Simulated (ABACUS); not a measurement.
# HfC (Fm-3m) in ABACUS: a series of runs

The runs below take HfC through single point, with PBE.

Program: ABACUS 3.10.1. These are calculated values, not measurements. Logs are shortened: lines on timing, memory, paths and dates and some standing lists are left out, and cuts for length are marked.

### 1 The crystal as given

Symmetry: Fm-3m, No. 225, cubic system. Conventional cell: a = 4.650 Å, b = 4.650 Å, c = 4.650 Å, α = 90.00°, β = 90.00°, γ = 90.00°. Hf (site symmetry m-3m) is surrounded by 6 C at 2.33 Å. C (site symmetry m-3m) is surrounded by 6 Hf at 2.33 Å.

### 2 Single point, PBE

INPUT reads:

```
INPUT_PARAMETERS
suffix              HfC
calculation         scf
basis_type          lcao
pseudo_dir          ./
orbital_dir         ./
symmetry            1
dft_functional      pbe
ecutwfc             100
pseudo_rcut         10
nspin               1
nbands              12
ks_solver           genelpa
smearing_method     fd
smearing_sigma      0.00367493
scf_thr             1e-07
scf_nmax            100
mixing_type         broyden
mixing_beta         0.7
cal_force           1
cal_stress          1
out_mul             1
```

STRU reads:

```
ATOMIC_SPECIES
Hf 178.4900 Hf.upf
C 12.0110 C.upf

NUMERICAL_ORBITAL
Hf_confined-atom_8au_3s2p2d1f.orb
C_confined-atom_6au_2s2p1d.orb

LATTICE_CONSTANT
1.8897261246

LATTICE_VECTORS
0.0000000000 2.3250000000 2.3250000000
2.3250000000 0.0000000000 2.3250000000
2.3250000000 2.3250000000 0.0000000000

ATOMIC_POSITIONS
Direct

Hf
0.0
1
0.5000000000 0.5000000000 0.5000000000 1 1 1

C
0.0
1
0.0000000000 0.0000000000 0.0000000000 1 1 1
```

KPT reads:

```
K_POINTS
0
Gamma
10 10 10 0 0 0
```

Potentials or basis: PseudoDojo NC SR 0.4.1 PBE standard, DZP LCAO (the cutoffs set its grid).

Launch:

```console
$ OMP_NUM_THREADS=1 mpirun -np 4 abacus > log
```

running log:

```text
ABACUS v3.10.1

               Atomic-orbital Based Ab-initio Computation at UStc

 ------------------------------------------------------------------------------------

 READING GENERAL INFORMATION
                           global_out_dir = OUT.HfC/
                           global_in_card = INPUT
                               pseudo_dir = ./
[... 8 lines left out ...]

 READING ATOM TYPE 1
                               atom label = Hf
                      L=0, number of zeta = 3
                      L=1, number of zeta = 2
                      L=2, number of zeta = 2
                      L=3, number of zeta = 1
             number of atom for this type = 1

 READING ATOM TYPE 2
                               atom label = C
                      L=0, number of zeta = 2
                      L=1, number of zeta = 2
                      L=2, number of zeta = 1
             number of atom for this type = 1

                        TOTAL ATOM NUMBER = 2
DIRECT COORDINATES
    atom                   x                   y                   z     mag                  vx                  vy                  vz
taud_Hf1            0.5000000000        0.5000000000        0.5000000000  0.0000        0.0000000000        0.0000000000        0.0000000000
taud_C1            0.0000000000        0.0000000000        0.0000000000  0.0000        0.0000000000        0.0000000000        0.0000000000

                          Volume (Bohr^3) = 169.627
                             Volume (A^3) = 25.1361

 Lattice vectors: (Cartesian coordinate: in unit of a_0)
                   +0              +2.325              +2.325
               +2.325                  +0              +2.325
               +2.325              +2.325                  +0
 Reciprocal vectors: (Cartesian coordinate: in unit of 2 pi/a_0)
            -0.215054           +0.215054           +0.215054
            +0.215054           -0.215054           +0.215054
            +0.215054           +0.215054           -0.215054
 The esolver type has been set to : ksdft_lcao

                PAO radial cut off (Bohr) = 10

 Read in pseudopotential file is Hf.upf
                     pseudopotential type = NC
          exchange-correlation functional = PBE
                 nonlocal core correction = 1
                        valence electrons = 12
                                     lmax = 3
                           number of zeta = 4
                     number of projectors = 8
                           L of projector = 0
                           L of projector = 0
                           L of projector = 1
[... 196 lines left out ...]
                                  min_tau = [ -23.2, -23.2, -23.2 ]
                                  max_tau = [ 25.6, 25.6, 25.6 ]
                                BoxNumber = [ 11, 11, 11 ]

 SETUP EXTENDED REAL SPACE GRID FOR GRID INTEGRATION
                          real space grid = [ 40, 40, 40 ]
                 big cell numbers in grid = [ 8, 8, 8 ]
             meshcell numbers in big cell = [ 5, 5, 5 ]
                        extended fft grid = [ 13, 13, 13 ]
                dimension of extened grid = [ 35, 35, 35 ]
                            UnitCellTotal = 125
              Atom number in sub-FFT-grid = 2
    Local orbitals number in sub-FFT-grid = 39
                                ParaV.nnr = 35548
                                 init_chg = atomic

 LCAO ALGORITHM --------------- ION=   1  ELEC=   1--------------------------------

 Density error is 0.157156086767
----------------------------------------------------------
     Energy           Rydberg                 eV
----------------------------------------------------------
 E_KohnSham     -124.7474294573      -1697.2758514719
 E_Harris       -125.9842765070      -1714.1040189029
 E_Fermi        1.0480248002         14.2591089275
----------------------------------------------------------
[... 80 lines left out ...]
 Density error is 2.19056778372e-08
----------------------------------------------------------
     Energy           Rydberg                 eV
----------------------------------------------------------
 E_KohnSham     -125.0037412469      -1700.7631522752
 E_KS(sigma->0) -125.0036407486      -1700.7617849257
 E_Harris       -125.0037409443      -1700.7631481580
 E_band         -6.6670442228        -90.7097902486
 E_one_elec     -9.8670287894        -134.2478138665
 E_Hartree      13.1149007492        178.4373788939
 E_xc           -32.8638299314       -447.1353451706
 E_Ewald        -95.3875822786       -1297.8146374329
 E_entropy(-TS) -0.0002009966        -0.0027346990
 E_descf        0.0000000000         0.0000000000
 E_exx          0.0000000000         0.0000000000
 E_Fermi        1.1365040209         15.4629304838
----------------------------------------------------------

 charge density convergence is achieved
 final etot is -1700.7631523 eV
 EFERMI = 15.462930484 eV

 STATE ENERGY(eV) AND OCCUPATIONS    NSPIN == 1
 1/47 kpoint (Cartesian) = 0.0000 0.0000 0.0000 (710 pws)
       1       -45.7276     0.00200000
       2       -14.1558     0.00200000
       3       -14.1558     0.00200000
       4       -14.1558     0.00200000
       5        3.12654     0.00200000
       6        16.4488    5.47162e-12
       7        16.4488    5.47162e-12
       8        16.4488    5.47162e-12
       9        16.8164    3.50814e-15
      10        16.8164    3.50814e-15
      11        16.8164    3.50814e-15
      12        18.8105    1.67648e-32
[... 57 lines left out ...]
 6/47 kpoint (Cartesian) = 0.10753 0.10753 0.10753 (735 pws)
       1       -45.6874     0.00800000
       2       -14.8318     0.00800000
       3       -14.2253     0.00800000
       4       -14.2253     0.00800000
       5        6.87240     0.00800000
       6        9.27554     0.00800000
       7        12.4279     0.00800000
       8        12.4279     0.00800000
       9        20.7509    9.37452e-49
      10        20.7509    9.37452e-49
      11        21.2600    3.54961e-53
      12        22.0143    9.95816e-60

[... levels at 41 further k points ...]

 correction force for each atom along direction 1 is -2.98330e-15
 correction force for each atom along direction 2 is -2.46674e-15
 correction force for each atom along direction 3 is -5.43897e-16
------------------------------------------------------------------------------------------
 TOTAL-FORCE (eV/Angstrom)
------------------------------------------------------------------------------------------
                       Hf1         0.0000000000         0.0000000000         0.0000000000
                        C1         0.0000000000         0.0000000000         0.0000000000
------------------------------------------------------------------------------------------

----------------------------------------------------------------
 TOTAL-STRESS (KBAR)
----------------------------------------------------------------
        10.1172515784         0.0000000000        -0.0000000000
         0.0000000000        10.1172515784         0.0000000000
         0.0000000000        -0.0000000000        10.1172515784
----------------------------------------------------------------
 TOTAL-PRESSURE: 10.117252 KBAR

 --------------------------------------------
 !FINAL_ETOT_IS -1700.7631522752267301 eV
 --------------------------------------------
```

stdout:

```text
ABACUS 4,Local thread limit: 64
v3.10.1

               Atomic-orbital Based Ab-initio Computation at UStc

[... 37 lines left out ...]
 TOTAL-STRESS (KBAR)
----------------------------------------------------------------
        10.1172515784         0.0000000000        -0.0000000000
         0.0000000000        10.1172515784         0.0000000000
         0.0000000000        -0.0000000000        10.1172515784
----------------------------------------------------------------
 TOTAL-PRESSURE: 10.117252 KBAR
```

mulliken.txt:

```text
 0
CALCULATE THE MULLIkEN ANALYSIS FOR EACH ATOM
 Total charge:	16
Decomposed Mulliken populations
[... 55 lines left out ...]
px                                     1             -0.0137
py                                     1             -0.0057
SUM OVER M                                           -0.0485
SUM OVER M+Zeta                                       2.7827

dz^2                                   0              0.0192
dxz                                    0              0.0074
dyz                                    0              0.0162
dx^2-y^2                               0              0.0151
dxy                                    0              0.0370
SUM OVER M                                            0.0948
SUM OVER M+Zeta                                       0.0948

SUM OVER M+Zeta+L                                     4.5821

Total Charge on atom:                  C              4.5821
```

It took 6.8 s on 4 MPI ranks of Intel Xeon at 2.80GHz (Skylake/Cascade Lake), shared host; peak memory 0.48 GiB.

Results:

```
Free energy            : -1700.7632 eV
Pressure               : 1.0 GPa
Band gap on the k mesh : none (metal or under the smearing width)
Mulliken charges       : Hf +0.58; C -0.58 e
```

Levels at points of the mesh, in eV from the Fermi level:
| k point | band 6 | band 7 | band 8 | band 9 | band 10 | band 11 |
| --- | --- | --- | --- | --- | --- | --- |
| (0.00, 0.00, 0.00) | 0.99 | 0.99 | 0.99 | 1.35 | 1.35 | 1.35 |
| (0.50, 0.50, 0.50) | -6.19 | -3.04 | -3.04 | 5.29 | 5.29 | 5.80 |
| (0.50, 0.50, 0.00) | -2.65 | -1.81 | -0.13 | -0.13 | 5.27 | 6.70 |

Caveat: the atomic orbitals were generated for these runs and aren't a published set; Mulliken charges move with the basis; the basis of atomic orbitals isn't converged, which shifts pressures, moduli and gaps.

### 3 Single point, PBE (atoms moved at random, drawn with an rms of 0.05 Å)

INPUT is that of step 2.

Changes to STRU since step 2:

```diff
@@ -22,3 +22,3 @@
 1
-0.5000000000 0.5000000000 0.5000000000 1 1 1
+0.4887240000 0.5083250000 0.4884190000 1 1 1
 
@@ -27,2 +27,2 @@
 1
-0.0000000000 0.0000000000 0.0000000000 1 1 1
+-0.0098520000 0.0191000000 -0.0063350000 1 1 1
```

KPT is that of step 2.

Potentials or basis: PseudoDojo NC SR 0.4.1 PBE standard, DZP LCAO (the cutoffs set its grid).

Launch:

```console
$ OMP_NUM_THREADS=1 mpirun -np 4 abacus > log
```

Run time: 14 s. Hardware: 4 MPI ranks of Intel Xeon at 2.80GHz (Skylake/Cascade Lake), shared host; peak memory 0.56 GiB.

The run converged. Its results:

* Free energy: -1700.7537 eV
* Pressure: 1.2 GPa
* Largest force: 0.375 eV/Å
* Band gap on the k mesh: none (metal or under the smearing width)
* Mulliken charges: Hf +0.58; C -0.58 e

Forces on the atoms (eV/Å):
```
Hf   0.283  0.118  0.216
C   -0.283 -0.118 -0.216
```

Stress tensor (GPa, compression positive):
```
 1.41 -0.09 -0.17
-0.09  1.09 -0.07
-0.17 -0.07  1.24
```

Caveat: the atomic orbitals were generated for these runs and aren't a published set; Mulliken charges move with the basis; the basis of atomic orbitals isn't converged, which shifts pressures, moduli and gaps.

### 4 Single point, PBE

INPUT is that of step 3.

STRU reads:

```
ATOMIC_SPECIES
Hf 178.4900 Hf.upf
C 12.0110 C.upf

NUMERICAL_ORBITAL
Hf_confined-atom_8au_2s1p1d.orb
C_confined-atom_6au_1s1p.orb

LATTICE_CONSTANT
1.8897261246

LATTICE_VECTORS
0.0000000000 2.3250000000 2.3250000000
2.3250000000 0.0000000000 2.3250000000
2.3250000000 2.3250000000 0.0000000000

ATOMIC_POSITIONS
Direct

Hf
0.0
1
0.5000000000 0.5000000000 0.5000000000 1 1 1

C
0.0
1
0.0000000000 0.0000000000 0.0000000000 1 1 1
```

KPT is that of step 3.

Potentials or basis: PseudoDojo NC SR 0.4.1 PBE standard, SZ LCAO (the cutoffs set its grid).

Launch:

```console
$ OMP_NUM_THREADS=1 mpirun -np 4 abacus > log
```

Wall time 2.1 s (4 MPI ranks of Intel Xeon at 2.80GHz (Skylake/Cascade Lake), shared host); peak memory 0.36 GiB.

The run converged, but some of its settings lie outside the range that counts as converged, so its numbers aren't taken as properties of the crystal.

What came out:

* Free energy: -1699.8839 eV
* Pressure: -4.3 GPa
* Band gap on the k mesh: none (metal or under the smearing width)
* Mulliken charges: Hf +0.81; C -0.81 e

Caveat: the atomic orbitals were generated for these runs and aren't a published set; Mulliken charges move with the basis; the basis of atomic orbitals isn't converged, which shifts pressures, moduli and gaps.
